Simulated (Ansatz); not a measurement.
Trial structure of TiAl3, not yet relaxed:

Space group Pm-3m (No. 221). a = 3.848 Å, b = 3.848 Å, c = 3.848 Å, α = 90.00°, β = 90.00°, γ = 90.00°
| atom | site | symmetry | x | y | z |
| --- | --- | --- | --- | --- | --- |
| Ti | 1a | m-3m | 0.0000 | 0.0000 | 0.0000 |
| Al | 3c | 4/mm.m | 0.5000 | 0.0000 | 0.5000 |

Theory: Ansatz 0.2.0, DFT PBE, scalar-relativistic, plane waves, PAW. Settings: cutoff 420 eV, Γ-centred mesh 4×4×4 on the computed 4-atom cell, Gaussian smearing of 0.10 eV; no spin polarisation.

Formation energies are uncorrected and refer to the elements' standard structures at the same level.

**Question.** What does a single point on this coarse mesh give?

**Answer.** The pressure is 13.2 GPa (it wants to expand), the largest force is 0.00 eV/Å (symmetry fixes the atoms), and the energy is −0.32 eV/atom against the elements. The shortest distance is 2.72 Å.

**Question.** How much does it gain on relaxing, and where does it end?

**Answer.** Relaxing gains under 0.1 eV/atom (the start's value is from the coarse mesh, so the gain is rough) in 7 ionic steps and ends at −0.37 eV/atom on the finer mesh. The symmetry stays Pm-3m (No. 221). The end has the Cu3Au (L1_2) type. The volume per atom grows by 10.6 %, from 14.2 to 15.8 Å³. The shortest distance goes from 2.72 Å (Ti–Al and Al–Al) to 2.81 Å (Ti–Al and Al–Al). Conventional cell: a = 3.980 Å. Around Ti lie 12 Al at 2.81 Å; Al is surrounded by 4 Ti at 2.81 Å and 8 Al at 2.81 Å.

The last run used a 12×12×12 mesh for its 4-atom cell and Gaussian smearing of 0.10 eV. The relaxation can't lower the symmetry of the start. A later test with randomly moved atoms came back to the same energy, though modes that don't fit the test's cell weren't probed.
